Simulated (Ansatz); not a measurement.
Piezoelectric tensor of GaN at 15 GPa (stress–strain coefficients)

These are results of Ansatz 0.2.0, DFT PBE, scalar-relativistic, plane waves, PAW, not measurements. Cutoff 420 eV, 12×12×6 k-points (Γ-centred), fixed occupations. No spin polarisation.

The cell, relaxed at 15 GPa:
```
CELL_PARAMETERS angstrom
3.13992 0.00000 0.00000
-1.56996 2.71925 0.00000
0.00000 0.00000 5.11593
ATOMIC_POSITIONS crystal
Ga 0.33333 0.66667 0.99926
Ga 0.66667 0.33333 0.49926
N 0.33333 0.66667 0.37574
N 0.66667 0.33333 0.87574
```

**Question.** Give the relaxed-ion proper piezoelectric stress tensor e_iJ (C/m², Voigt columns xx yy zz yz xz xy).

**Answer.**
```
x    0.00  0.00  0.00  0.00 -0.45  0.00
y    0.00  0.00  0.00 -0.45  0.00  0.00
z   -0.60 -0.60  1.11  0.00  0.00  0.00
```
Signs follow the orientation of the cell as given.

**Question.** With the elastic constants (GPa, Voigt order)
C11 = 389.3, C12 = 178.1, C13 = 138.4, C22 = 389.3, C23 = 138.4, C33 = 432.7, C44 = 89.3, C55 = 89.3, C66 = 105.6 GPa; the others vanish.
find the strain coefficients d = e·C⁻¹ (pC/N).

**Answer.**
```
x    0.00  0.00  0.00  0.00 -4.99  0.00
y    0.00  0.00  0.00 -4.99  0.00  0.00
z   -2.00 -2.00  3.84  0.00  0.00  0.00
```

Cost: 1 run of about 2.8 core-minutes, on AMD EPYC 9R45 (Zen 5) (shared hosts).